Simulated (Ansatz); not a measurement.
## CuI: energy along a strain

CuI, Fm-3m, a = 5.724 Å (as given, not relaxed at this level: 0.3 GPa). This isn't the usual stable structure of the compound. Ansatz: PBE, PAW, 420 eV, Γ-centred 14×14×14 mesh on 2 atoms, Gaussian smearing 0.15 eV; no spin polarisation. Cell vectors (Å): 0.000 2.862 2.862; 2.862 0.000 2.862; 2.862 2.862 0.000. The cell is strained by x per cent times the pattern (0 0 0 1 0 0) in the order xx yy zz yz xz xy (engineering shears), with fractional coordinates held. y is the free energy over the start, V0 = 23.445 Å³/atom. Symmetry makes y even in x.

| x (%) | y (meV/atom) |
| --- | --- |
| -6.00 | ? |
| -3.00 | 1.30 |
| 0.00 | 0.00 |
| 1.50 | 0.32 |
| 4.50 | 2.94 |
| 5.25 | 4.01 |

Problem. Fit y = c2 x² + c4 x⁴ to the other rows, get the stiffness along the pattern, and predict the missing energy.

Solution. Least squares on the rows shown. y = 0.1439 x² + 5.731×10⁻⁵ x⁴. The clamped-ion stiffness p·C·p = 2 × 1.439 eV × 160.2 / 23.445 Å³ = 19.7 GPa, which is C44 in these axes. At x = -6.00 the fit asked for gives 5.25 meV/atom. The run gave 5.24 meV/atom, so the fit is 0.01 meV/atom too high, a small miss on the scale of the series.